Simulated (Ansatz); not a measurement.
Crystal: Ni.

```xyz
1
Lattice="0.0000 1.7376 1.7376 1.7376 0.0000 1.7376 1.7376 1.7376 0.0000" Properties=species:S:1:pos:R:3 pbc="T T T"
Ni    0.0000    0.0000    0.0000
```

Base run:

| Item | Value |
| --- | --- |
| Program | Ansatz 0.2.0 |
| Functional | BLYP |
| Potentials or basis | all-electron LAPW, scalar-relativistic |
| Cutoff | 320 eV (chosen from the basis error) |
| Basis error allowed | 0.001 eV/atom |
| k mesh | 13 × 13 × 13 |
| Occupations | fermi-dirac, width 0.05 eV |
| Spin | collinear spin, ferromagnetic start |
| Starting moments | [1.0] μB |

Its results: pressure 18.1 GPa; net moment 0.62 μB per cell; site moments Ni +0.64 μB.

Question: The run is repeated on the same cell with these changes: functional from BLYP to PBE. What comes out?

Answer: Pressure 8.1 GPa; net moment 0.63 μB per cell; site moments Ni +0.65 μB.

PBE binds more tightly than BLYP, so the same cell stands under less pressure.

Caveats: so large a pressure means that the cell lies far from this level's equilibrium, or that cutoff or potentials fall short (some runs).
